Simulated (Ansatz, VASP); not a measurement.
# SiC: VASP beside Ansatz

```
Si C
1.0
     2.17531    2.17531    0.00000
    -2.17531    2.17531    0.00000
     0.00000    2.17531    2.15680
Si C
1 1
Direct
  0.00000 0.00000 0.00000
  0.75000 0.25000 0.50000
```

Change from the starting cell: in-plane strain +0.005, out-of-plane length and atoms relaxed by PAW.

Alike in both runs: functional LDA; k mesh 10 × 10 × 10; no spin polarisation.

Ansatz relaxed the structure, and its values are those at the end. VASP's run is a single point on that final structure, the one shown.

```csv
,VASP,Ansatz
version,VASP 6.6.1,Ansatz 0.2.0
potentials or method,"VASP PAW LDA potentials, release 64 (Si, C)","PAW with Ansatz's default frozen-core files, scalar-relativistic"
plane-wave cutoff (eV),520,420
occupations,"gaussian, width 0.01 eV",fixed
valence electrons in the cell,8,8
```

VASP gave:

```
gap on the k mesh at the Fermi level (eV) : 1.20
pressure (GPa)                            : -1.0
```

Task: Which values does Ansatz return?

Result: gap on the k mesh at the Fermi level (eV): 1.22; pressure (GPa): -1.5.

A k mesh can miss the band edges.
